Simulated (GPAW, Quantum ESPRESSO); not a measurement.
This is a calculation of AgCl (Chlorargyrite) for GPAW 26.7.0. 

POSCAR

```
AgCl
1.0
    0.0000000000      2.7350000000      2.7350000000
    2.7350000000      0.0000000000      2.7350000000
    2.7350000000      2.7350000000      0.0000000000
Ag Cl
1 1
Direct
    0.0000000000      0.0000000000      0.0000000000
    0.5000000000      0.5000000000      0.5000000000
```

Potentials or basis: GPAW PAW data sets (gpaw-data 1.2.1), pw.

Launch:

```bash
$ OMP_NUM_THREADS=1 gpaw run POSCAR -p 'mode=PW(600),xc=PBE,kpts={size:(8,8,8),gamma:True},occupations={name:fermi-dirac,width:0.05},nbands=23,convergence={density:1e-05,energy:1e-05},maxiter=150,txt=gpaw.txt' --properties efs -w gs.gpw
```

Translate it to Quantum ESPRESSO 7.5. Potentials or basis there: SSSP 1.3 efficiency PBE, cutoff 816 eV.

As run (cutoffs and basis follow the program's own potentials, and thresholds, step limits or extra output files can differ):

The input pw.in:

```
&CONTROL
  calculation = 'scf'
  prefix = 'pwscf'
  outdir = './tmp'
  pseudo_dir = './pseudo'
  tprnfor = .true.
  tstress = .true.
  disk_io = 'nowf'
/
&SYSTEM
  ibrav = 0
  nat = 2
  ntyp = 2
  ecutwfc = 60
  ecutrho = 440
  nbnd = 20
  occupations = 'smearing'
  smearing = 'fd'
  degauss = 0.00367493
/
&ELECTRONS
  conv_thr = 4d-10
  electron_maxstep = 120
  mixing_beta = 0.5
/
ATOMIC_SPECIES
Ag   107.8682 Ag_ONCV_PBE-1.0.oncvpsp.upf
Cl    35.4500 cl_pbe_v1.4.uspp.F.UPF
CELL_PARAMETERS angstrom
   0.0000000000    2.7350000000    2.7350000000
   2.7350000000    0.0000000000    2.7350000000
   2.7350000000    2.7350000000    0.0000000000
ATOMIC_POSITIONS crystal
Ag     0.0000000000    0.0000000000    0.0000000000
Cl     0.5000000000    0.5000000000    0.5000000000
K_POINTS automatic
8 8 8 0 0 0
```

Potentials or basis: SSSP 1.3 efficiency PBE.

Command:

```bash
$ OMP_NUM_THREADS=1 pw.x -in pw.in > pw.out
```

Both were run:

|  | GPAW | Quantum ESPRESSO |
| --- | --- | --- |
| Pressure | 4.0 GPa | 3.9 GPa |

The potentials hold 24 and 26 valence electrons a cell.

Pressure is positive in compression.
